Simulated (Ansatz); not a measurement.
Take a crystal in which Hf has been replaced by Pt on all its sites, with the cell rescaled by a rough guess (in some cases also distorted within its space group) and nothing relaxed:

```
Pt
1.0
     0.00000    1.89077    1.89077
     1.89077    0.00000    1.89077
     1.89077    1.89077    0.00000
Pt
1
Direct
  0.00000 0.00000 0.00000
```

Theory: DFT PBEsol, scalar-relativistic, plane waves, PAW in Ansatz.

Plane waves to 420 eV, a k mesh through Γ of 18×18×18 on the computed 1-atom cell and Gaussian smearing (0.10 eV); no spin polarisation.

Task: Will this cell want to expand or contract, and how hard?

Result: The pressure is 40.6 GPa (positive in compression), so the cell would expand.

Task: Is it a metal on this mesh?

Result: Yes, a band crosses the Fermi level.

Spin-orbit coupling is left out, which matters for the bands of heavy elements.